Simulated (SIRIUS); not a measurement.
## WS2 under changes of volume

One of the cells (18.099 Å³/atom); the others are scaled copies at fixed shape and fractional positions:

```
CELL_PARAMETERS angstrom
1.58946 0.91767 6.20415
-1.58946 0.91767 6.20415
0.00000 -1.83535 6.20415
ATOMIC_POSITIONS crystal
W 0.00000 0.00000 0.00000
S 0.58100 0.58100 0.58100
S 0.75030 0.75030 0.75030
```

Measurements of this composition are mostly on another form, of space group No. 194.

| Quantity | Value |
| --- | --- |
| Program | SIRIUS 7.12.0 |
| Functional | PBE |
| Potentials or basis | all-electron FP-LAPW |
| Cutoff | 212 eV |
| Basis | apw+lo standard |
| k mesh | 10 × 10 × 10 |
| Occupations | fermi-dirac, width 0.05 eV |
| Spin | no spin polarisation |

| volume (Å³/atom) | energy over the lowest point (meV/atom) | gap on the mesh (eV) |
| --- | --- | --- |
| 16.679 | 76.32 | 0.99 |
| 17.034 | 43.78 | 1.02 |
| 17.389 | 20.81 | 1.05 |
| 18.099 | 0.00 | 1.09 |
| 18.454 | ? | ? |
| 18.809 | 7.34 | 1.12 |

What does the run at 18.454 Å³/atom give?

Energy over the lowest point 0.54 meV/atom; gap on the mesh 1.10 eV.

Worked out: A Birch-Murnaghan fit of order 3 (a polynomial in V^(-2/3)) to the other rows has its minimum at 18.25 Å³/atom with B0 = V·E''(V) = 156 GPa and B' = 4.3 at fixed shape and positions, which overstates the stiffness. It gives 0.50 meV/atom at 18.454 Å³/atom, against the run's 0.54. A parabola through the other rows of the gap, of slope 0.744 eV per unit of ln V there, gives 1.11 eV, against the run's 1.10.

Energies are extrapolated to zero smearing.

Caveats: spin-orbit coupling is left out, which moves the levels of the heavy elements.

A mesh can miss the band edges.
